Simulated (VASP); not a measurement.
A run of VASP 6.6.1:

The input INCAR:

```
PREC = Accurate
ENCUT = 600
EDIFF = 1E-8
ISMEAR = 0
SIGMA = 0.03
LREAL = F
LASPH = T
NELM = 80
ALGO = Fast
ISIF = 2
LWAVE = F
LCHARG = F
GGA = PS
LEPSILON = T
```

Contents of KPOINTS:

```
regular mesh
0
Monkhorst-Pack
  16 16 16
```

The input POSCAR:

```
BAs                                     
1.0
    0.0000000000      2.3974576727      2.3974576727
    2.3974576727     -0.0000000000      2.3974576727
    2.3974576727      2.3974576727      0.0000000000
  B               As            
     1     1
Direct
     0.0000000000000000    0.0000000000000000    0.0000000000000000
     0.2500000000000000    0.2500000000000000    0.2500000000000000
```

Potentials or basis: VASP PAW PBE potentials, release 64 (B, As).

Run with:

```sh
$ cat potpaw_PBE.64/B/POTCAR potpaw_PBE.64/As/POTCAR > POTCAR
$ mpirun -np 1 vasp_std > vasp.out
```

Hardware: 1 thread of Intel(R) Xeon(R) 6975P-C (Granite Rapids) (shared host).

Problem. How long does it take, and how much memory?

Solution. Wall time 15 min on 1 thread of Intel(R) Xeon(R) 6975P-C (Granite Rapids), with other jobs on the host, peak memory 1.4 GiB. Counts: scf iterations 101, k points 408.
